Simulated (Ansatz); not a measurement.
Crystal: La2O3.

```
La O
1.0
     3.93078    0.00000    0.00000
    -1.96539    3.40415    0.00000
     0.00000    0.00000    6.11195
La O
2 3
Cartesian
  0.0000 2.2694 1.5050
  1.9654 1.1347 4.6070
  0.0000 0.0000 0.0000
  0.0000 2.2694 3.9477
  1.9654 1.1347 2.1643
```

The cell is a database's computed one.

Base run:

```yaml
Program: Ansatz 0.2.0
Functional: PBE
Potentials_or_basis: SSSP efficiency PAW
Cutoff: 680 eV
Density_cutoff: 6803 eV
k_mesh: 8 × 8 × 5
Occupations: fermi-dirac, width 0.05 eV
Spin: no spin polarisation
```

Its results: band gap on the k mesh 3.89 eV, indirect (least direct gap 4.06 eV); pressure 2.5 GPa; largest force 0.053 eV/Å.

The run is repeated on the same cell with these changes: potentials or basis from SSSP efficiency PAW to PseudoDojo standard (PBE files); cutoff from 680 eV to 1497 eV; density cutoff from 6803 eV to 5987 eV. What comes out?

Band gap on the k mesh 3.88 eV, indirect (least direct gap 4.07 eV); pressure 1.5 GPa; largest force 0.011 eV/Å.

Caveats: spin-orbit coupling is left out, which moves the levels of the heavy elements.

A k mesh can miss the band edges.
